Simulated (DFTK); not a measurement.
The system is KTaO3.

```
Ta K O
1.0
     3.98830    0.00000    0.00000
     0.00000    3.98830    0.00000
     0.00000    0.00000    3.98830
Ta K O
1 1 3
Cartesian
  0.0000 0.0000 0.0000
  1.9942 1.9942 1.9942
  0.0000 0.0000 1.9942
  0.0000 1.9942 0.0000
  1.9942 0.0000 0.0000
```

Base run:

```yaml
Program: DFTK 0.8.2
Functional: r2SCAN
Potentials_or_basis: in-house norm-conserving set (r2SCAN, scalar relativistic)
Cutoff: 1279 eV
k_mesh: 4 × 4 × 4
Occupations: fermi-dirac, width 0.05 eV
Spin: no spin polarisation
```

Its results: band gap on the k mesh 2.62 eV, indirect (least direct gap 3.26 eV); pressure 0.8 GPa.

Question: The run is repeated on the same cell with these changes: functional from r2SCAN to TASK. What comes out?

Answer: Band gap on the k mesh 3.13 eV, indirect (least direct gap 3.77 eV); pressure 10.4 GPa.

Caveats: the program warned that the kinetic-energy density falls under its von Weizsäcker bound, which can give unphysical results; spin-orbit coupling is left out, which moves the levels of the heavy elements; the potentials were made for another functional, which shifts forces and pressure (some runs).
